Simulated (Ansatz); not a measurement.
The system is CuO.

```
CELL_PARAMETERS angstrom
2.83633 0.00000 0.00000
-1.41816 2.45633 0.00000
0.00000 0.00000 2.76811
ATOMIC_POSITIONS crystal
Cu 0.00000 0.00000 0.00000
O 0.66667 0.33333 0.50000
```

Measurements of this composition are mostly on another form, of space group No. 15.

| Quantity | Value |
| --- | --- |
| Program | Ansatz 0.2.0 |
| Task | single point |
| Functional | PBE |
| Potentials or basis | all-electron LAPW, scalar-relativistic |
| Cutoff | 358 eV (chosen from the basis error) |
| Basis error allowed | 0.001 eV/atom |
| k mesh | 11 × 11 × 10 |
| Occupations | fermi-dirac, width 0.05 eV |
| Spin | no spin polarisation |

On this cell: pressure -0.5 GPa; largest force under 0.003 eV/Å; band gap on the k mesh none (metal or under the smearing width).

The same run follows on a disturbed copy (atoms moved at random, drawn with an rms of 0.05 Å):

```
Cu O
1.0
     2.83633    0.00000    0.00000
    -1.41816    2.45633    0.00000
     0.00000    0.00000    2.76811
Cu O
1 1
Direct
  0.01187 0.00460 0.98089
  0.64528 0.32784 0.50761
```

Question: What does the disturbed cell give?

Answer: The energy (extrapolated to zero smearing) moves by +2.8 meV/atom; pressure 0.4 GPa; largest force 0.280 eV/Å; band gap on the k mesh none (metal or under the smearing width).

Forces on the atoms (eV/Å):
```
Cu   0.054 -0.026  0.273
O   -0.054  0.026 -0.273
```

Stress tensor (GPa, compression positive):
```
 3.98 -0.44 -0.75
-0.44  3.65 -0.27
-0.75 -0.27 -6.44
```

Caveats: an odd number of electrons without spin polarisation forces a metal; a magnetic or distorted state may lie lower; the run has no spin polarisation, though such a crystal can be magnetic; semilocal functionals often make such compounds metallic where correlation or magnetic order opens a gap, which also shifts bond lengths.
